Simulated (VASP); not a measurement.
A run of VASP 6.6.1:

INCAR

```
  PREC = Accurate
  ENCUT = 450
  EDIFF = 1E-6
  ISMEAR = 0
  SIGMA = 0.005
  LREAL = F
  LASPH = T
  NELM = 200
  ALGO = Normal
  ISIF = 2
  LWAVE = F
  LCHARG = F
  GGA = RP
  IBRION = 2
  NSW = 80
  EDIFFG = -0.01
  ISYM = 0
```

File KPOINTS:

```
regular mesh
0
Gamma
  1 1 1
```

The input POSCAR:

```
H
1.0
   14.0000000000      0.0000000000      0.0000000000
    0.0000000000     14.5000000000      0.0000000000
    0.0000000000      0.0000000000     15.0000000000
H
2
Direct
    0.4751409400      0.4989812700      0.5011822400
    0.5248590600      0.5010187300      0.4988177600
```

Potentials or basis: VASP PAW PBE potentials, release 64 (H).

Command:

```sh
$ cat potpaw_PBE.64/H/POTCAR > POTCAR
$ mpirun -np 2 vasp_gam > vasp.out
```

Hardware: 2 MPI ranks on Intel(R) Xeon(R) 6975P-C (Granite Rapids) (shared host).

Q: How long does it take, and how much memory?

A: Wall time 99 s on 2 MPI ranks on Intel(R) Xeon(R) 6975P-C (Granite Rapids), on a shared host, peak memory 1 GiB a rank. Counts: scf iterations 47, k points 1, ion steps 4.
